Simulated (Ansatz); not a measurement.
Wanted: the native input for an Ansatz 0.2.0 run.

| Item | Value |
| --- | --- |
| Task | relaxation of cell and atoms |
| Functional | PBEsol |
| Potentials or basis | Ansatz PAW |
| Cutoff | 420 eV (not typed: the program's choice for these potentials) |
| k mesh | 8 × 8 × 8 |
| Occupations | fermi-dirac, width 0.05 eV |
| Spin | no spin polarisation |

The system is Al2Pt.

```
Pt Al
1.0
     0.00000    2.95500    2.95500
     2.95500    0.00000    2.95500
     2.95500    2.95500    0.00000
Pt Al
1 2
Direct
  0.00000 0.00000 0.00000
  0.75000 0.75000 0.75000
  0.25000 0.25000 0.25000
```

These files were run (other wordings do the same):

input.yaml

```yaml
crystal:
  lattice:
    - [0.0, 2.955, 2.955]
    - [2.955, 0.0, 2.955]
    - [2.955, 2.955, 0.0]
  atoms:
    - { symbol: Pt, position: [0.0, 0.0, 0.0] }
    - { symbol: Al, position: [0.75, 0.75, 0.75] }
    - { symbol: Al, position: [0.25, 0.25, 0.25] }
hamiltonian:
  xc: pbesol
  pseudopotentials: { kind: paw }
kpoints:
  mp_grid: { grid: [8, 8, 8] }
scf:
  occupations: { method: fermi_dirac, width: 0.05 }
output:
  forces: true
  stress: true
  eigenvalues: true
relax:
  f_tol: 0.01
  max_steps: 40
  cell: { stress_tol: 0.05 }
```

Potentials or basis: Ansatz PAW.

Run with:

```console
$ ansatz run input.yaml --threads 2 --pin off --max-ram 5632MiB --backend cpu --events-out ev --progress --plain --runs-dir out
```

It gave:

| Property | Result |
| --- | --- |
| Relaxed volume | 17.09 Å³/atom |
| Relaxed cell | a = 4.170 Å, b = 4.170 Å, c = 4.170 Å, α = 60.00°, β = 60.00°, γ = 60.00° |
| Space group after relaxing (to 0.05 Å) | Fm-3m (No. 225) |
| Energy gained by relaxing | 0.3 meV/atom |
| Ionic steps | 4 |
| Pressure after relaxing | 0.0 GPa |
| Band gap on the k mesh | none (metal or under the smearing width) |

Caveat: the plane-wave basis is chosen anew once the cell has moved, so the energies of steps on either side of that aren't comparable; the PAW data sets come from PBE, with cores solved anew for the run's functional, which leaves a small shift of forces and pressure.

Wall time 3.2 s on 2 threads of AMD EPYC 7R43 64-Core Processor (Zen 3), with other jobs on the host, peak memory 0.38 GiB.
